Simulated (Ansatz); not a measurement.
# SnO2 (Cassiterite): properties at the relaxed cell

One table from this session's results is given with a row withheld; the runs are named, their logs left out.

Method: DFT PBE, scalar-relativistic, plane waves, PAW, in Ansatz 0.2.0.

## Starting point

Symmetry: P4_2/mnm, No. 136, tetragonal system. Conventional cell: a = 4.827 Å, b = 4.827 Å, c = 3.238 Å, α = 90.00°, β = 90.00°, γ = 90.00°. Around Sn (site symmetry mmm) lie 6 O at 2.09 Å. O (site symmetry m2m) is surrounded by 3 Sn at 2.09 Å.

Coordinates:

```cif
data_structure
_symmetry_space_group_name_H-M 'P 1'
_symmetry_Int_Tables_number 1
_cell_length_a 4.8274
_cell_length_b 4.8274
_cell_length_c 3.2381
_cell_angle_alpha 90.000
_cell_angle_beta 90.000
_cell_angle_gamma 90.000
_cell_volume 75.46
loop_
_atom_site_label
_atom_site_type_symbol
_atom_site_fract_x
_atom_site_fract_y
_atom_site_fract_z
_atom_site_occupancy
Sn1 Sn 0.00000 0.00000 0.00000 1
Sn2 Sn 0.50000 0.50000 0.50000 1
O1 O 0.30654 0.30654 0.00000 1
O2 O 0.19346 0.80654 0.50000 1
O3 O 0.69346 0.69346 0.00000 1
O4 O 0.80654 0.19346 0.50000 1
```

It is the result of an earlier relaxation at this level (volume 12.58 Å³/atom; gap on the mesh: 0.68 eV).

The first run:

File input.yaml:

```yaml
crystal:
  lattice:
    - [4.7786543855, 0.0, 0.0]
    - [0.0, 4.7786543855, 0.0]
    - [0.0, 0.0, 3.2053592363]
  atoms:
    - { symbol: Sn, position: [0.0, 0.0, 0.0] }
    - { symbol: Sn, position: [0.5, 0.5, 0.5] }
    - { symbol: O, position: [0.30654427, 0.30654427, 0.0] }
    - { symbol: O, position: [0.19345573, 0.80654427, 0.5] }
    - { symbol: O, position: [0.69345573, 0.69345573, 0.0] }
    - { symbol: O, position: [0.80654427, 0.19345573, 0.5] }
basis:
  ecutwfc: 420
kpoints:
  mp_grid: { grid: [6, 6, 8] }
hamiltonian:
  xc: pbe
scf:
  occupations: { method: gaussian, width: 0.02 }
output:
  forces: true
  stress: true
  eigenvalues: true
relax:
  adjacent_minimum: "off"
  f_tol: 0.01
  max_steps: 30
  cell: { stress_tol: 0.1, fix: [volume] }
```

On the command line:

```
$ ansatz run input.yaml --threads 2 --pin off --max-ram 5120MiB --backend cpu --events-out ev --progress --plain --runs-dir out
```

Steps of the session up to this table: Point at V/V0 = 0.97; The cell scaled to 1.03 of its volume; Point at V/V0 = 0.94; Point at V/V0 = 1.06; Point at V/V0 = 0.91; The cell scaled to 1.10 of its volume; The cell scaled to 0.88 of its volume.

One of the session's tables, all rows but one given; the rest of the session is left out.

It belongs to the step «Energy against volume». 

| volume (Å³/atom) | energy above the lowest point (meV/atom) | pressure (GPa) | gap on the mesh (eV) |
| --- | --- | --- | --- |
| 11.067 | 124.1 | 29.98 | 2.08 |
| 11.445 | 65.2 | 20.34 | 1.68 |
| 11.822 | ? | ? | ? |
| 12.199 | 6.3 | 5.57 | 0.98 |
| 12.577 | 0.0 | 0.00 | 0.68 |
| 12.954 | 5.5 | -4.55 | 0.42 |
| 13.331 | 20.6 | -8.20 | 0.20 |
| 13.834 | 52.3 | -11.79 | 0.01 |

**Question.** Estimate the row for volume (Å³/atom) = 11.822.

Worked estimate for «energy above the lowest point (meV/atom)». A straight line through the neighbours (11.445, 65.2) and (12.199, 6.3) gives 65.2 + (6.3 − 65.2) × (11.822 − 11.445) / (12.199 − 11.445) = 35.8; a parabola fitted to 4 rows on both sides gives 27.0.

The run gave: energy above the lowest point (meV/atom): 27.1; pressure (GPa): 12.28; gap on the mesh (eV): 1.31. In «energy above the lowest point (meV/atom)» the line misses by +8.7 and the parabola by -0.1.
